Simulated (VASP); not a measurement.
Ir:

```
Ir
1.0
     2.71510    0.00000    0.00000
    -1.35755    2.35135    0.00000
     0.00000    0.00000    4.43467
Ir
2
Direct
  0.33333 0.66667 0.75000
  0.66667 0.33333 0.25000
```

The cell was built by a generator and needn't be a form met in nature.

| Item | Value |
| --- | --- |
| Program | VASP 6.6.1 |
| Task | relaxation of cell and atoms |
| Functional | PBE |
| Potentials or basis | VASP PAW PBE potentials, release 64 (Ir) |
| Cutoff | 600 eV |
| k mesh | 8 × 8 × 4 |
| Occupations | gaussian, width 0.05 eV |
| Spin | no spin polarisation |

At the start: pressure 11.7 GPa; volume 14.16 Å³/atom.

Problem. How do energy, volume and symmetry change on relaxing?

Solution. Over 6 steps the energy falls by 21.5 meV/atom and the volume is 14.62 Å³/atom (+3.3 %); space group P6_3/mmc (No. 194, to 0.05 Å).

Step by step:
| step | energy change (eV) | largest force (eV/Å) | pressure (GPa) | volume (Å³) |
| --- | --- | --- | --- | --- |
| 1 | 0.0000 | 0.0000 | 11.70 | 28.31 |
| 2 | 0.3219 | 0.0000 | -29.28 | 32.76 |
| 3 | -0.0359 | 0.0000 | -1.27 | 29.32 |
| 4 | -0.0360 | 0.0000 | -0.71 | 29.27 |
| 5 | -0.0425 | 0.0000 | -0.14 | 29.23 |
| 6 | -0.0430 | 0.0000 | -0.28 | 29.24 |

Final structure:
```
Ir
1.0
     2.76646    0.00000    0.00000
    -1.38323    2.39582    0.00000
     0.00000    0.00000    4.41127
Ir
2
Cartesian
  0.0000 1.5972 3.3085
  1.3832 0.7986 1.1028
```
